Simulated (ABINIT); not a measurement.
The system is CaO.

```
Ca O
1.0
     2.93411    0.00000    0.00000
     0.00000    2.93411    0.00000
     0.00000    0.00000    2.93411
Ca O
1 1
Direct
  0.00000 0.00000 0.00000
  0.50000 0.50000 0.50000
```

The cell was built by a generator and needn't be a form met in nature.

The cell isn't the ideal one: cell taken from the last step of an earlier PBE relaxation by this program, which needn't have reached its minimum.

Base run:

- Program: ABINIT 10.8.3 (patched build)
- Functional: PBEsol
- Potentials or basis: JTH PAW PBE v2.0
- Cutoff: 626 eV
- k mesh: 9 × 9 × 9
- Occupations: fermi-dirac, width 0.05 eV
- Spin: no spin polarisation

Its results: band gap on the k mesh 2.76 eV, indirect (least direct gap 3.02 eV); pressure -5.2 GPa.

**Question.** The run is repeated on the same cell with these changes: functional from PBEsol to PBE. What comes out?

**Answer.** Band gap on the k mesh 2.83 eV, indirect (least direct gap 3.09 eV); pressure -0.2 GPa.

PBE binds less tightly than PBEsol, so the same cell stands under more pressure.

Caveats: an odd mesh through Γ misses points on the zone boundary, where band edges often lie; the PAW data sets were made with another functional, which shifts forces and pressure a little (some runs).
